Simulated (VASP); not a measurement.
# TiCo: relaxed cell and band gap, by functional

TiCo, Pm-3m (no. 221), 2 atoms in the cell.

| Functional | Volume (Å³/atom) | Change from the starting volume (fraction) | Gap, path and mesh (eV) | Moment (μB/cell) | Time (s) |
|---|---|---|---|---|---|
| OPTX + LYP (libxc) | 13.23 | -0.006 | 0.00 | 0.83 | 71 |
| HCTH/407 (libxc) | 13.09 | -0.017 | 0.00 | 0.78 | 96 |
| APBE (libxc) | 13.43 | 0.009 | 0.00 | 0.84 | 75 |
| PBEint (libxc) | 12.81 | -0.038 | 0.00 | 0.64 | 79 |
| HTBS (libxc) | 12.76 | -0.042 | 0.00 | 0.64 | 80 |
| PW91 (libxc) | 13.16 | -0.012 | 0.00 | 0.77 | 87 |
| N12 (libxc) | 12.68 | -0.047 | 0.00 | 0.56 | 127 |
| LDA, PW92 (libxc) | 12.18 | -0.085 | 0.00 | 0.43 | 79 |

Limits: Only a ferromagnetic start was run; another order may lie lower and have another gap.

## Input of the first row

INCAR.step1:
```
PREC = Accurate
ENCUT = 600
EDIFF = 1E-7
ISMEAR = 1
SIGMA = 0.1
LREAL = F
LASPH = T
GGA_COMPAT = F
ALGO = Normal
NELM = 150
ISIF = 3
LWAVE = F
LCHARG = F
ISPIN = 2
MAGMOM = 2 1
LORBIT = 11
LMAXMIX = 4
GGA = LIBXC
LIBXC1 = GGA_X_OPTX
LIBXC2 = GGA_C_LYP
IBRION = 2
EDIFFG = -0.005
NSW = 60
KPAR = 2
```

INCAR.step2, as INCAR.step1 but for:
```
- NSW = 60
+ NSW = 40
```

INCAR.step3, as INCAR.step2 but for:
```
- ISIF = 3
- IBRION = 2
- EDIFFG = -0.005
- NSW = 40
+ ISIF = 2
+ NBANDS = 22
```

KPOINTS:
```
k-points
0
Gamma
  9 9 9
```

KPOINTS_OPT:
```
path GXMGRX,MR
8
line-mode
reciprocal
 0.0000000000  0.0000000000  0.0000000000  G
 0.0000000000  0.5000000000  0.0000000000  X

 0.0000000000  0.5000000000  0.0000000000  X
 0.5000000000  0.5000000000  0.0000000000  M

 0.5000000000  0.5000000000  0.0000000000  M
 0.0000000000  0.0000000000  0.0000000000  G

 0.0000000000  0.0000000000  0.0000000000  G
 0.5000000000  0.5000000000  0.5000000000  R

 0.5000000000  0.5000000000  0.5000000000  R
 0.0000000000  0.5000000000  0.0000000000  X

 0.5000000000  0.5000000000  0.0000000000  M
 0.5000000000  0.5000000000  0.5000000000  R
```

POSCAR.step1:
```
TiCo
1.0
    2.9861109900      0.0000000000      0.0000000000
    0.0000000000      2.9861109900      0.0000000000
    0.0000000000      0.0000000000      2.9861109900
Co Ti
1 1
Direct
    0.5000000000      0.5000000000      0.5000000000
    0.0000000000      0.0000000000      0.0000000000
```

Commands (each step's output is kept before the next begins):
```
cat potpaw_PBE.64/Co/POTCAR potpaw_PBE.64/Ti_sv/POTCAR > POTCAR
cp INCAR.step1 INCAR
cp POSCAR.step1 POSCAR
mpirun -np 2 vasp_std > vasp.out
cp CONTCAR POSCAR
rm WAVECAR CHG
cp INCAR.step2 INCAR
mpirun -np 2 vasp_std > vasp.out
cp CONTCAR POSCAR
rm WAVECAR CHG
cp INCAR.step3 INCAR
mpirun -np 2 vasp_std > vasp.out
```

Changes of the last row against the first:
```
(all steps)
- LIBXC1 = GGA_X_OPTX
- LIBXC2 = GGA_C_LYP
+ LIBXC1 = LDA_X
+ LIBXC2 = LDA_C_PW
- cat potpaw_PBE.64/Co/POTCAR potpaw_PBE.64/Ti_sv/POTCAR > POTCAR
+ cat potpaw_LDA.64/Co/POTCAR potpaw_LDA.64/Ti_sv/POTCAR > POTCAR
```

VASP 6.6.1 took 71 s on 2 cores (Intel Xeon Platinum 8488C (Sapphire Rapids)), a shared host.
